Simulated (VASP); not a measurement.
A run of VASP 6.6.1 is set up as follows.

File INCAR:

```
SYSTEM = Ag
ALGO = Fast
DIPOL = 0.5 0.5 0.500
EDIFF = 1E-6
EDIFFG = -0.01
ENCUT = 520
GGA = PE
IBRION = 2
IDIPOL = 3
ISIF = 2
ISMEAR = -1
LASPH = .True.
LCHARG = .False.
LDIPOL = .True.
LREAL = .False.
LWAVE = .False.
NELM = 100
NSW = 40
PREC = Accurate
SIGMA = 0.05
```

Contents of KPOINTS:

```
k-points
0
Gamma
  7 7 1
  0 0 0
```

POSCAR

```
Ag
1.0
    2.9460943265      0.0000000000      0.0000000000
   -1.4730471633      2.5513925288      0.0000000000
    0.0000000000      0.0000000000     29.4093000000
Ag
7
Selective dynamics
Direct
    0.0000000000      0.0000000000      0.2550213708  F F F
    0.6666666667      0.3333333333      0.3366377160  F F F
    0.3333333334      0.6666666667      0.4182540611  F F F
    0.6666666667      0.3333333333      0.5000000000  T T T
    0.3333333334      0.6666666667      0.5816163452  T T T
    0.0000000000      0.0000000000      0.6632326903  T T T
    0.3333333334      0.6666666667      0.7449786292  T T T
```

Potentials or basis: VASP PAW PBE potentials, release 64 (Ag).

Launch:

```console
$ cat potpaw_PBE.64/Ag/POTCAR > POTCAR
$ mpirun -np 1 vasp_std > vasp.out
```

Q: Predict the band gap on the k mesh.

A: None (metal or under the smearing width).

Q: Predict the energy gained by relaxing.

A: 0.5 meV/atom.

Final structure:
```cif
data_structure
_symmetry_space_group_name_H-M 'P 1'
_symmetry_Int_Tables_number 1
_cell_length_a 2.9461
_cell_length_b 2.9461
_cell_length_c 29.4093
_cell_angle_alpha 90.000
_cell_angle_beta 90.000
_cell_angle_gamma 120.000
_cell_volume 221.06
loop_
_atom_site_label
_atom_site_type_symbol
_atom_site_fract_x
_atom_site_fract_y
_atom_site_fract_z
_atom_site_occupancy
Ag1 Ag 0.00000 0.00000 0.25502 1
Ag2 Ag 0.66667 0.33333 0.33664 1
Ag3 Ag 0.33333 0.66667 0.41825 1
Ag4 Ag 0.66667 0.33333 0.49992 1
Ag5 Ag 0.33333 0.66667 0.58134 1
Ag6 Ag 0.00000 0.00000 0.66268 1
Ag7 Ag 0.33333 0.66667 0.74290 1
```
